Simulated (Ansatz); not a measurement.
Level of theory: DFT PBE, scalar-relativistic, plane waves, PAW (Ansatz 0.2.0). Settings: cutoff 420 eV, Γ-centred meshes spaced at most about 0.3 Å⁻¹, and about 0.25 Å⁻¹ or finer for metals (2π included), Gaussian smearing. No spin polarisation in the final relaxations.

Temperature and zero-point effects are left out. All come from trial cells, and lower structures may exist.

**Question.** Which of these relaxed structures of CdSe is the lowest in energy?
A.

```
Cd Se
1.0
     8.16470    0.00000    0.00000
     0.00000    4.50702    0.00000
     0.00000    0.00000    7.47911
Cd Se
4 4
Direct
  0.84076 0.75000 0.39901
  0.65924 0.25000 0.89901
  0.34076 0.75000 0.10099
  0.15924 0.25000 0.60099
  0.82232 0.25000 0.59595
  0.67768 0.75000 0.09595
  0.32232 0.25000 0.90405
  0.17768 0.75000 0.40405
```

B.

```
Cd Se
1.0
     4.28220    0.00000    0.00000
    -2.14110    3.70849    0.00000
     0.00000    0.00000    9.94180
Cd Se
3 3
Cartesian
  1.1534 1.9978 4.9709
  -0.9877 1.7107 8.2848
  1.9754 0.0000 1.6570
  1.1067 1.9168 0.0000
  2.0689 0.0000 6.6279
  -1.0344 1.7917 3.3139
```

**Answer.** A. It has space group Pnma (No. 62); the next, B, with space group P3_221 (No. 154), lies 32 meV/atom higher. Counting Se atoms around Cd (those within 1.25 times the shortest such distance or 1.15 times the sum of covalent radii), the lowest and the next both have Cd 4.

With atoms moved at random, Pnma came back. Other cells relaxed within their symmetry can be saddle points. The part of the Crystallography Open Database at hand lists CdSe in space group No. 186, which no cell shown has. Some types were kept out of the candidates beforehand, so the set may lack a known form.
